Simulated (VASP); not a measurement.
# SnTe: relaxation of cell and atoms with LDA

Crystal: SnTe.

```
CELL_PARAMETERS angstrom
0.00000 3.11957 3.11957
3.11957 0.00000 3.11957
3.11957 3.11957 0.00000
ATOMIC_POSITIONS crystal
Sn 0.00000 0.00000 0.00000
Te 0.50000 0.50000 0.50000
```

- Program: VASP 6.6.1
- Task: relaxation of cell and atoms
- Functional: LDA
- Potentials or basis: VASP PAW LDA potentials, release 64 (Sn_d, Te)
- Cutoff: 600 eV
- k mesh: 10 × 10 × 10
- Occupations: gaussian, width 0.03 eV
- Spin: no spin polarisation
- Further INCAR settings: ALGO = Normal; EDIFF = 1e-07; IBRION = 2; EDIFFG = -0.005; NSW = 90; ISIF = 3

| Item | Value |
| --- | --- |
| Pressure after relaxing | 0.0 GPa |
| Band gap on the k mesh | 0.21 eV, direct |

Final structure:
```
CELL_PARAMETERS angstrom
0.00000 3.11957 3.11957
3.11957 0.00000 3.11957
3.11957 3.11957 0.00000
ATOMIC_POSITIONS crystal
Sn 0.00000 0.00000 0.00000
Te 0.50000 0.50000 0.50000
```

Levels at points of the mesh, in eV from the valence-band top:
| k point | band 6 | band 7 | band 8 | band 9 | band 10 | band 11 | band 12 | band 13 | band 14 |
| --- | --- | --- | --- | --- | --- | --- | --- | --- | --- |
| (0.00, 0.00, 0.00) | -12.97 | -4.60 | -2.14 | -2.14 | -2.14 | 3.42 | 3.42 | 3.42 | 4.79 |
| (0.50, 0.00, 0.00) | -11.61 | -8.47 | -1.77 | -1.77 | 0.00 | 0.21 | 0.36 | 0.36 | 7.87 |
| (0.50, 0.50, 0.00) | -11.29 | -6.51 | -5.71 | -3.80 | -3.80 | 2.13 | 5.07 | 5.07 | 6.60 |

Wall time 16 s on 1 thread of Intel(R) Xeon(R) 6975P-C (Granite Rapids) (shared host), peak memory 0.2 GiB.

Caveat: the relaxation stopped at its first step, so nothing moved; spin-orbit coupling is left out, which moves the levels of the heavy elements. A k mesh can miss the band edges.
